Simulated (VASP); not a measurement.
Crystal: Sb.

```
CELL_PARAMETERS angstrom
0.00000 2.37124 2.37124
2.37124 0.00000 2.37124
2.37124 2.37124 0.00000
ATOMIC_POSITIONS crystal
Sb 0.00000 0.00000 0.00000
```

This isn't the form of Sb at room conditions, which is rhombohedral.

* Program: VASP 6.6.1
* Task: relaxation of cell and atoms
* Functional: r2SCAN
* Potentials or basis: VASP PAW PBE potentials, release 64 (Sb)
* Cutoff: 600 eV
* k mesh: 8 × 8 × 8
* Occupations: fermi-dirac, width 0.05 eV
* Spin: no spin polarisation

At the start: pressure 1.9 GPa; volume 26.67 Å³/atom.

Task: Where does the relaxation end?

Result: Over 3 steps the energy falls by 4.4 meV/atom and the volume is 27.43 Å³/atom (+2.9 %); space group Fm-3m (No. 225, to 0.05 Å).

Step by step:
```
step  energy change (eV)  largest force (eV/Å)  pressure (GPa)  volume (Å³)
   1              0.0000                0.0000            1.90        26.67
   2             -0.0027                0.0000           -1.23        27.90
   3             -0.0044                0.0000           -0.01        27.43
```

Final structure:
```xyz
1
Lattice="0.0000 2.3936 2.3936 2.3936 0.0000 2.3936 2.3936 2.3936 0.0000" Properties=species:S:1:pos:R:3 pbc="T T T"
Sb    0.0000    0.0000    0.0000
```

Caveat: the PAW data sets were made with another functional, which shifts forces and pressure a little.
